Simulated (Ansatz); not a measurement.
Cu under changes of volume

One of the cells (11.436 Å³/atom); the others are scaled copies at fixed shape and fractional positions:

```
Cu
1.0
     2.53410    0.00000    0.00000
    -1.26705    2.19459    0.00000
     0.00000    0.00000    4.11257
Cu
2
Direct
  0.66667 0.33333 0.75000
  0.33333 0.66667 0.25000
```

This isn't the form of Cu at room conditions, which is fcc.

| Quantity | Value |
| --- | --- |
| Program | Ansatz 0.2.0 |
| Functional | LDA |
| Potentials or basis | Ansatz PAW |
| Cutoff | 420 eV (not typed: the program's choice for these potentials) |
| k mesh | 12 × 12 × 7 |
| Occupations | fermi-dirac, width 0.05 eV |
| Spin | no spin polarisation |

| volume (Å³/atom) | energy over the lowest point (meV/atom) | pressure (GPa) |
| --- | --- | --- |
| 10.749 | ? | ? |
| 10.978 | 0.00 | -1.2 |
| 11.207 | 4.30 | -4.7 |
| 11.436 | 13.36 | -7.9 |
| 11.664 | 26.61 | -10.6 |
| 11.893 | 43.55 | -13.0 |
| 12.122 | 63.73 | -15.1 |

What does the run at 10.749 Å³/atom give?

Energy over the lowest point 1.06 meV/atom; pressure 2.8 GPa.

Worked out: A Birch-Murnaghan fit of order 3 (a polynomial in V^(-2/3)) to the other rows has its minimum at 10.91 Å³/atom, just outside them, with B0 = V·E''(V) = 189 GPa and B' = 5.2 at fixed shape and positions, which overstates the stiffness. It gives 1.19 meV/atom at 10.749 Å³/atom, against the run's 1.06, and -dE/dV = 2.9 GPa, against 2.8.

Energies are extrapolated to zero smearing.

Caveats: the PAW data sets come from PBE, with cores solved anew for the run's functional, which leaves a small shift of forces and pressure.
